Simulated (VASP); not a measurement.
Write the native input for VASP 6.6.1 that does the following.

| Property | Result |
| --- | --- |
| Task | single point |
| Functional | PBE |
| Potentials or basis | VASP PAW PBE potentials, release 64 (Mg) |
| Cutoff | 520 eV |
| k mesh | 14 × 14 × 14 |
| Occupations | gaussian, width 0.1 eV |
| Spin | no spin polarisation |
| Dipole correction | no |
| Further INCAR settings | ALGO = Normal; EDIFF = 1e-07; NBANDS = 9 |

The structure of Mg lies in POSCAR:

```
Mg
1.0
   -3.2228864290      3.2228864290      1.5825724260
    3.2228864290     -3.2228864290      1.5825724260
    3.2228864290      3.2228864290     -1.5825724260
Mg
2
Direct
    0.7500000000      0.2500000000      0.5000000000
    0.0000000000      0.0000000000      0.0000000000
```

This isn't the form of Mg at room conditions, which is hcp.

The cell isn't the ideal one: Hg replaced by Mg, lengths x 1.041, strained and moved within the space group.

The input as run:

INCAR

```
  ALGO = Normal
  EDIFF = 1E-7
  ENCUT = 520
  GGA = PE
  ISIF = 2
  ISMEAR = 0
  LASPH = T
  LCHARG = F
  LREAL = F
  LWAVE = F
  NBANDS = 9
  NELM = 100
  PREC = Accurate
  SIGMA = 0.1
```

KPOINTS

```
k-points
0
Gamma
  14 14 14
```

Potentials or basis: VASP PAW PBE potentials, release 64 (Mg).

Launch:

```sh
$ cat potpaw_PBE.64/Mg/POTCAR > POTCAR
$ mpirun -np 1 vasp_std > vasp.out
```

Results of the run:

```yaml
Pressure: -3.7 GPa
Band_gap_on_the_k_mesh: none (metal or under the smearing width)
```

It took 96 s on 1 thread of Intel(R) Xeon(R) Platinum 8259CL CPU @ 2.50GHz (Skylake/Cascade Lake), with other jobs on the host, peak memory 0.3 GiB.
